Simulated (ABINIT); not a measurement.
# Quasiparticle gap of ZnSe (Stilleite) in ABINIT, part 2 of 3

Aim: the G0W0 gap of ZnSe (Stilleite) on PBE, step by step.

ABINIT 10.8.3; PBE and many-body steps on it, plane waves. Known limits of the many-body steps: not at the basis limit; no spin-orbit coupling; coarse k mesh.

So far. Step 2 (Ground state): The gap is direct, at Γ.

## 3. Bands along the symmetry lines

Level of this step: DFT, PBE, plane waves, norm-conserving pseudopotentials (ABINIT).

The cheap functional maps the bands first; the places of the edges decide which points the dearer methods must see.

Contents of run.abi:

```
acell 3*1.0 Angstrom
rprim 
  -0.000000000000 2.833800000000 2.833800000000
  2.833800000000 -0.000000000000 2.833800000000
  2.833800000000 2.833800000000 0.000000000000
ntypat 2
znucl 30 34
natom 2
typat 1 2
xred 
  0.000000000000 0.000000000000 0.000000000000
  0.250000000000 0.250000000000 0.250000000000
pp_dirpath "pseudos"
pseudos "Zn.upf, Se.upf"
ecut 48
iscf -2
irdden 1
kptopt 0
nkpt 50
kpt 
  0.00000000 0.00000000 0.00000000
  -0.06250000 -0.06250000 0.00000000
  -0.12500000 -0.12500000 0.00000000
  -0.18750000 -0.18750000 0.00000000
  -0.25000000 -0.25000000 0.00000000
  -0.31250000 -0.31250000 0.00000000
  -0.37500000 -0.37500000 0.00000000
  -0.43750000 -0.43750000 0.00000000
  -0.50000000 -0.50000000 0.00000000
  -0.48437500 -0.48437500 0.03125000
  -0.46875000 -0.46875000 0.06250000
  -0.45312500 -0.45312500 0.09375000
  -0.43750000 -0.43750000 0.12500000
  -0.42187500 -0.42187500 0.15625000
  -0.40625000 -0.40625000 0.18750000
  -0.39062500 -0.39062500 0.21875000
  -0.37500000 -0.37500000 0.25000000
  -0.37500000 0.00000000 0.37500000
  -0.32812500 0.00000000 0.32812500
  -0.28125000 0.00000000 0.28125000
  -0.23437500 0.00000000 0.23437500
  -0.18750000 0.00000000 0.18750000
  -0.14062500 0.00000000 0.14062500
  -0.09375000 0.00000000 0.09375000
  -0.04687500 0.00000000 0.04687500
  0.00000000 0.00000000 0.00000000
  0.00000000 0.00000000 0.06250000
  0.00000000 0.00000000 0.12500000
  0.00000000 0.00000000 0.18750000
  0.00000000 0.00000000 0.25000000
  0.00000000 0.00000000 0.31250000
  0.00000000 0.00000000 0.37500000
  0.00000000 0.00000000 0.43750000
  0.00000000 0.00000000 0.50000000
  -0.06250000 -0.03125000 0.46875000
  -0.12500000 -0.06250000 0.43750000
  -0.18750000 -0.09375000 0.40625000
  -0.25000000 -0.12500000 0.37500000
  -0.31250000 -0.15625000 0.34375000
  -0.37500000 -0.18750000 0.31250000
  -0.43750000 -0.21875000 0.28125000
  -0.50000000 -0.25000000 0.25000000
  -0.50000000 -0.28125000 0.21875000
  -0.50000000 -0.31250000 0.18750000
  -0.50000000 -0.34375000 0.15625000
  -0.50000000 -0.37500000 0.12500000
  -0.50000000 -0.40625000 0.09375000
  -0.50000000 -0.43750000 0.06250000
  -0.50000000 -0.46875000 0.03125000
  -0.50000000 -0.50000000 0.00000000
istwfk *1
nband 32
nbdbuf 5
tolwfr 1e-07
nstep 50
prtwf 0
prtvol 0
indata_prefix "in"
outdata_prefix "out"
tmpdata_prefix "tmp"
```

Started as:

```sh
OMP_NUM_THREADS=1 mpirun -n 4 abinit run.abi > log
```

Numbers of over 12 decimals in the logs are rounded to 6 here.

The log of the run:

```text
.Version 10.8.3 of ABINIT. v10.8.2 released Aug 2026.

 Symmetries : space group F-4 3 m (#216); Bravais cF (face-center cubic)
[... echo of the input left out ...]
== DATASET  1 ==================================================================
-   mpi_nproc: 4, omp_nthreads: 1 (-1 if OMP is not activated)

--- !DatasetInfo
iteration_state: {dtset: 1, }
dimensions: {natom: 2, nkpt: 50, mband: 32, nsppol: 1, nspinor: 1, nspden: 1, mpw: 4917, }
cutoff_energies: {ecut:  48.0, pawecutdg:  -1.0, }
electrons: {nelect:   4.40000000E+01, charge:   0.00000000E+00, occopt:   1.00000000E+00, tsmear:   1.00000000E-02, }

 Real(R)+Recip(G) space primitive vectors, cartesian coordinates (Bohr,Bohr^-1):
 R(1)=  0.0000000  5.3551059  5.3551059  G(1)= -0.0933688  0.0933688  0.0933688
 R(2)=  5.3551059  0.0000000  5.3551059  G(2)=  0.0933688 -0.0933688  0.0933688
 R(3)=  5.3551059  5.3551059  0.0000000  G(3)=  0.0933688  0.0933688 -0.0933688
 Unit cell volume ucvol=  3.0713845E+02 bohr^3
 Angles (23,13,12)=  6.00000000E+01  6.00000000E+01  6.00000000E+01 degrees

 getcut: wavevector=  0.0000  0.0000  0.0000  ngfft=  48  48  48
         ecut(hartree)=     48.000   => boxcut(ratio)=   2.03223

--- Pseudopotential description ------------------------------------------------
- Zn Generated using ONCVPSP code by D. R. Hamann
- 30.00000  20.00000  171031                  znucl, zion, pspdat
12 -101130 2 -1 1326                          pspcod,pspxc,lmax,lloc,mmax
     nproj     2     2     2
  pspatm : epsatm=   26.68164218
         --- l  ekb(1:nproj) -->
             0    2.827643   -1.532764
             1   -4.632527   -1.324876
             2   -6.943520   -2.557073
 pspatm: atomic psp has been read  and splines computed

- Se Generated using ONCVPSP code by D. R. Hamann
- 34.00000  24.00000  171031                  znucl, zion, pspdat
12 -101130 2 -1 1214                          pspcod,pspxc,lmax,lloc,mmax
     nproj     2     2     2
  pspatm : epsatm=   25.39064422
         --- l  ekb(1:nproj) -->
[...]
pspatm: atomic psp has been read  and splines computed

--------------------------------------------------------------------------------

================================================================================
 prteigrs : about to open file out_EIG
 Non-SCF case, kpt    1 (  0.00000  0.00000  0.00000), residuals and eigenvalues=
  3.76E-08  2.31E-08  7.80E-08  3.48E-08  6.62E-08  1.18E-08  7.38E-08  8.41E-08
  1.87E-08  3.88E-08  1.98E-08  4.29E-08  9.14E-08  2.19E-08  1.81E-08  2.90E-08
  4.04E-08  7.38E-08  7.33E-08  7.20E-08  8.12E-08  2.53E-08  8.79E-08  6.34E-08
[...]
-7.4629E+00 -5.2385E+00 -5.2385E+00 -5.2385E+00 -4.4496E+00 -2.7650E+00
 -2.7650E+00 -2.7650E+00 -1.5698E+00 -1.5698E+00 -1.5698E+00 -1.5696E+00
 -1.5696E+00 -3.3425E-01 -8.7379E-02 -8.7379E-02 -8.7379E-02 -7.3851E-02
[...]
6.3314E-01  6.3314E-01
 Non-SCF case, kpt    2 ( -0.06250 -0.06250  0.00000), residuals and eigenvalues=
[...]
6.3825E-01  6.5252E-01
 Non-SCF case, kpt    3 ( -0.12500 -0.12500  0.00000), residuals and eigenvalues=
[...]
6.5354E-01  6.7472E-01
[...]
Non-SCF case, kpt   49 ( -0.50000 -0.46875  0.03125), residuals and eigenvalues=
[...]
7.1518E-01  8.0595E-01
 Non-SCF case, kpt   50 ( -0.50000 -0.50000  0.00000), residuals and eigenvalues=
[...]
-6.7227E-02 -2.1500E-02  7.2844E-02  7.2844E-02  2.6295E-01  2.8045E-01
  5.4749E-01  5.6671E-01  5.6671E-01  6.6710E-01  6.8488E-01  6.8488E-01
  7.0352E-01  8.0213E-01

--- !ResultsGS
iteration_state: {dtset: 1, }
comment   : Summary of ground state results
lattice_vectors:
- [ -0.0000000,   5.3551059,   5.3551059, ]
- [  5.3551059,  -0.0000000,   5.3551059, ]
- [  5.3551059,   5.3551059,   0.0000000, ]
lattice_lengths: [   7.57326,    7.57326,    7.57326, ]
lattice_angles: [ 60.000,  60.000,  60.000, ] # degrees, (23, 13, 12)
lattice_volume:   3.0713845E+02
convergence: {deltae:  0.000E+00, res2:  0.000E+00, residm:  9.981E-08, diffor:  0.000E+00, }
etotal    :  -5.47356177E+02
entropy   :   0.00000000E+00
fermie    :   1.53041323E-01
cartesian_stress_tensor: null
pressure_GPa: null
xred      :
- [  0.0000E+00,   0.0000E+00,   0.0000E+00, Zn]
- [  2.5000E-01,   2.5000E-01,   2.5000E-01, Se]
cartesian_forces: null
force_length_stats: {min: null, max: null, mean: null, }

 Integrated electronic density in atomic spheres:
 ------------------------------------------------
 Atom  Sphere_radius  Integrated_density
[...]
================================================================================

 ----iterations are completed or convergence reached----

 Mean square residual over all n,k,spin=   44.709E-09; max=  99.810E-09
 reduced coordinates (array xred) for    2 atoms
       0.000000000000      0.000000000000      0.000000000000
       0.250000000000      0.250000000000      0.250000000000

 cartesian coordinates (angstrom) at end:
    1      0.000000     0.000000     0.000000
    2      1.416900     1.416900     1.416900
 length scales=  1.889726125908  1.889726125908  1.889726125908 bohr
              =  1.000000000000  1.000000000000  1.000000000000 angstroms
 prteigrs : about to open file out_EIG
 Eigenvalues (hartree) for nkpt=  50  k points:
 kpt#   1, nband= 32, wtk=  1.00000, kpt=  0.0000  0.0000  0.0000 (reduced coord)
[...]
kpt#   2, nband= 32, wtk=  1.00000, kpt= -0.0625 -0.0625  0.0000 (reduced coord)
[...]
kpt#   3, nband= 32, wtk=  1.00000, kpt= -0.1250 -0.1250  0.0000 (reduced coord)
[...]
kpt#  49, nband= 32, wtk=  1.00000, kpt= -0.5000 -0.4687  0.0313 (reduced coord)
[...]
kpt#  50, nband= 32, wtk=  1.00000, kpt= -0.5000 -0.5000  0.0000 (reduced coord)
[...]
-0.07809   -0.07208   -0.06723   -0.02150    0.07284    0.07284    0.26295    0.28045
   0.54749    0.56671    0.56671    0.66710    0.68488    0.68488    0.70352    0.80213

== END DATASET(S) ==============================================================
================================================================================

 -outvars: echo values of variables after computation  --------
            nband          32
             nkpt          50
          spgroup         216
 [... the other variables as echoed above ...]

 Calculation completed.
```

Run time: 29 s. Hardware: 4 MPI ranks of Arm Neoverse V1, shared host; peak memory 0.38 GiB; 1.9 min of CPU time.

This step gave:

```
gap                        : 1.288 eV
k of the valence top       : 0, 0, 0
k of the conduction bottom : 0, 0, 0
least direct gap           : 1.288 eV
```

The gap is 1.288 eV, as in the run before at this level.

The electronic bands at the labelled points (eV, zero at the top of the highest filled band):

```tsv
point	band 19	band 20	band 21	band 22	band 23	band 24	band 25	band 26
Γ	-6.17	0.00	0.00	0.00	1.29	5.81	5.81	5.81
halfway	-6.15	-2.88	-1.25	-1.25	3.93	4.03	8.04	8.04
X	-5.99	-4.75	-2.18	-2.18	2.99	3.47	10.73	11.26
halfway	-5.96	-4.74	-2.56	-2.08	3.26	4.06	9.97	10.51
U	-5.91	-4.71	-3.08	-1.79	3.59	5.60	9.05	9.28
jump to K	-5.91	-4.71	-3.08	-1.79	3.59	5.60	9.05	9.28
halfway	-6.15	-3.33	-1.74	-0.49	3.79	5.97	6.67	6.69
Γ	-6.17	0.00	0.00	0.00	1.29	5.81	5.81	5.81
halfway	-6.17	-3.04	-0.48	-0.48	2.75	6.45	6.45	6.57
L	-6.01	-5.22	-0.87	-0.87	2.55	6.39	6.39	8.57
halfway	-5.96	-4.89	-2.41	-1.46	4.23	5.55	7.42	8.68
W	-5.87	-4.68	-2.76	-2.66	5.49	5.56	6.97	7.72
halfway	-5.93	-4.72	-2.48	-2.43	3.88	4.29	9.22	9.31
X	-5.99	-4.75	-2.18	-2.18	2.99	3.47	10.73	11.26
```

## 4. Empty states on the mesh, 4×4×4 mesh, 367 bands

The sums over transitions need many empty states on a uniform mesh; this step solves for them.

Contents of run.abi:

```
acell 3*1.0 Angstrom
rprim 
  -0.000000000000 2.833800000000 2.833800000000
  2.833800000000 -0.000000000000 2.833800000000
  2.833800000000 2.833800000000 0.000000000000
ntypat 2
znucl 30 34
natom 2
typat 1 2
xred 
  0.000000000000 0.000000000000 0.000000000000
  0.250000000000 0.250000000000 0.250000000000
pp_dirpath "pseudos"
pseudos "Zn.upf, Se.upf"
ecut 48
ngkpt 4 4 4
nshiftk 1
shiftk 0 0 0
kptopt 1
chksymbreak 0
irdden 1
istwfk *1
nband 367
prtvol 0
optdriver 6
gwr_task "HDIAGO"
paral_kgb 0
occopt 1
indata_prefix "in"
outdata_prefix "out"
tmpdata_prefix "tmp"
```

The log of the run:

```text
[banner, memory and clock lines left out]
.Version 10.8.3 of ABINIT. v10.8.2 released Aug 2026.

 Symmetries : space group F-4 3 m (#216); Bravais cF (face-center cubic)
[... echo of the input left out ...]
== DATASET  1 ==================================================================
-   mpi_nproc: 4, omp_nthreads: 1 (-1 if OMP is not activated)

--- !DatasetInfo
iteration_state: {dtset: 1, }
dimensions: {natom: 2, nkpt: 8, mband: 367, nsppol: 1, nspinor: 1, nspden: 1, mpw: 4910, }
cutoff_energies: {ecut:  48.0, pawecutdg:  -1.0, }
electrons: {nelect:   4.40000000E+01, charge:   0.00000000E+00, occopt:   1.00000000E+00, tsmear:   1.00000000E-02, }

.Using double precision arithmetic; gwpc =  8

- Reading GS density from: in_DEN

--- Pseudopotential description ------------------------------------------------
- Zn Generated using ONCVPSP code by D. R. Hamann
- 30.00000  20.00000  171031                  znucl, zion, pspdat
12 -101130 2 -1 1326                          pspcod,pspxc,lmax,lloc,mmax
     nproj     2     2     2
  pspatm : epsatm=   26.68164218
         --- l  ekb(1:nproj) -->
             0    2.827643   -1.532764
             1   -4.632527   -1.324876
             2   -6.943520   -2.557073
 pspatm: atomic psp has been read  and splines computed

- Se Generated using ONCVPSP code by D. R. Hamann
- 34.00000  24.00000  171031                  znucl, zion, pspdat
12 -101130 2 -1 1214                          pspcod,pspxc,lmax,lloc,mmax
     nproj     2     2     2
  pspatm : epsatm=   25.39064422
         --- l  ekb(1:nproj) -->
             0    3.556845   -2.828139
             1   -7.179526   -2.430107
             2  -10.025082   -4.447563
 pspatm: atomic psp has been read  and splines computed

   2.29118060E+03                                ecore*ucvol(ha*bohr**3)

 Total charge density [el/Bohr^3]
)     Maximum=    7.6270E+00  at reduced coord.    0.2083    0.2917    0.2917
)     Minimum=    1.8486E-03  at reduced coord.    0.7500    0.7500    0.7500
   Integrated=    4.4000E+01

 === KS gaps after direct diagonalization ===
 Direct band gap semiconductor
 Fundamental gap:     1.289 (eV)
   VBM:     4.164 (eV) at k: [ 0.0000E+00,  0.0000E+00,  0.0000E+00]
   CBM:     5.453 (eV) at k: [ 0.0000E+00,  0.0000E+00,  0.0000E+00]
 Direct gap:         1.289 (eV) at k: [ 0.0000E+00,  0.0000E+00,  0.0000E+00]

== END DATASET(S) ==============================================================

 -outvars: echo values of variables after computation  --------
           etotal      0.0000000000E+00
            nband         367
             nkpt           8
          spgroup         216
 [... the other variables as echoed above ...]

 Calculation completed.
```

Run time: 2.8 min. Hardware: 4 MPI ranks; peak memory 5.4 GiB.

This step gave:

- gap: 1.289 eV
- k of the valence top: 0, 0, 0
- k of the conduction bottom: 0, 0, 0
- least direct gap: 1.289 eV
- k points computed: 8
- lowest point of the top converged band, above the valence top: 210.5809 eV

On this mesh the gap is 1.289 eV.

## 5. Screening, 4×4×4 mesh, 359 bands, screening to 359.2 eV

The RPA dielectric matrix is built and inverted for each q.

This step: RPA screening on PBE, plane waves, norm-conserving pseudopotentials.

run.abi: that of step 4 with these lines changed.

```diff
@@ -20,10 +20,11 @@
 chksymbreak 0
-irdden 1
 istwfk *1
-nband 367
-prtvol 0
-optdriver 6
-gwr_task "HDIAGO"
-paral_kgb 0
 occopt 1
+irdwfk 1
+optdriver 3
+nband 359
+ecuteps 13.2
+inclvkb 2
+awtr 1
+symchi 1
 indata_prefix "in"
```

The log of the run:

```text
.Version 10.8.3 of ABINIT. v10.8.2 released Aug 2026.

 Symmetries : space group F-4 3 m (#216); Bravais cF (face-center cubic)
[... echo of the input left out ...]
== DATASET  1 ==================================================================
-   mpi_nproc: 4, omp_nthreads: 1 (-1 if OMP is not activated)

--- !DatasetInfo
iteration_state: {dtset: 1, }
dimensions: {natom: 2, nkpt: 8, mband: 359, nsppol: 1, nspinor: 1, nspden: 1, mpw: 4910, }
cutoff_energies: {ecut:  48.0, pawecutdg:  -1.0, }
electrons: {nelect:   4.40000000E+01, charge:   0.00000000E+00, occopt:   1.00000000E+00, tsmear:   1.00000000E-02, }

 SCREENING: Calculation of the susceptibility and dielectric matrices

 Based on a program developped by R.W. Godby, V. Olevano, G. Onida, and L. Reining.
 Incorporated in ABINIT by V. Olevano, G.-M. Rignanese, and M. Torrent.
.Using double precision arithmetic ; gwpc =  8

[... cell and pseudopotentials left out ...]
--------------------------------------------------------------------------------

 ==== K-mesh for the wavefunctions ====
 Number of points in the irreducible wedge :     8
[... list of points left out ...]
 Together with 24 symmetry operations and time-reversal symmetry
 yields    64 points in the full Brillouin Zone.

 ==== Q-mesh for the screening function ====
 Number of points in the irreducible wedge :     8
[... list of points left out ...]
 Together with 24 symmetry operations and time-reversal symmetry
 yields    64 points in the full Brillouin Zone.

 setmesh: FFT mesh size selected  =    36x   36x   36
          total number of points  =        46656

 vcoul_init : cutoff-mode = AUXILIARY_FUNCTION
 q-points for optical limit:   1
     1)      0.000010    0.000020    0.000030

- screening: taking advantage of time-reversal symmetry
- Maximum band index for partially occupied states nbvw = 22
- Remaining bands to be divided among processors   nbcw = 337
- Number of bands treated by each node ~84

 Number of electrons calculated from density =   44.0000; Expected =   44.0000
 average of density, n =  0.143258
 r_s =    1.1856
 omega_plasma =   36.5103 [eV]

 calculating chi0 at frequencies [eV] :
  1    0.000000E+00    0.000000E+00
  2    0.000000E+00    3.651025E+01

--------------------------------------------------------------------------------
  q-point number  1        q = ( 0.000000, 0.000000, 0.000000) [r.l.u.]
--------------------------------------------------------------------------------
[... chi0 elements left out ...]
 For q-point:  0.000010 0.000020 0.000030
  dielectric constant =  13.5465
  dielectric constant without local fields =  14.4924

  Average fulfillment of the sum rule on Im[epsilon] for q-point    1 :     72.55  [%]
[... wings left out ...]
  q-point number  2        q = ( 0.250000, 0.000000, 0.000000) [r.l.u.]
--------------------------------------------------------------------------------
[... chi0 elements left out ...]
  Average fulfillment of the sum rule on Im[epsilon] for q-point    2 :     81.25  [%]

 [... 6 further q-points ...]
```

Elapsed: 14 min, on 4 MPI ranks; peak memory 3.2 GiB.

This step gave:

| Item | Value |
| --- | --- |
| ε∞ with local fields, on this mesh, along the program's q direction | 13.55 |
| the same without local fields | 14.49 |
| plasma frequency | 36.51 eV |
| plane waves in the screening matrix | 725 |

Local fields lower ε∞ by 7 %. On a Γ-centred mesh this coarse the value itself is usually too large, while a short band sum pulls it down.

(Continued in part 3 of 3.)

[Paths, hosts, dates, memory and timing lines, banners, echoed tables and standing remarks are left out of the program output.]

[Logs are printed without paths, hosts, clocks, repeated set-up lines and the standing remarks that a program may print on its own settings, such as how far it seeks lower states.]

[Runs of the session that timed out or met a known fault of the program may be left out.]

[Hosts, paths, dates, database ids (printed as entryN), source tags and the programs' standing remarks are cut or masked in the printed files.]

[G0W0 gaps are taken among the corrected bands and points alone; a level outside them can change the order at an edge.]

[Where Ansatz stands beside ABINIT at settings called matched, ABINIT's density can come from a denser mesh and the files from another edition; pairs whose starting gaps differed by over 0.03 eV were left out, so agreement reads better than it is.]
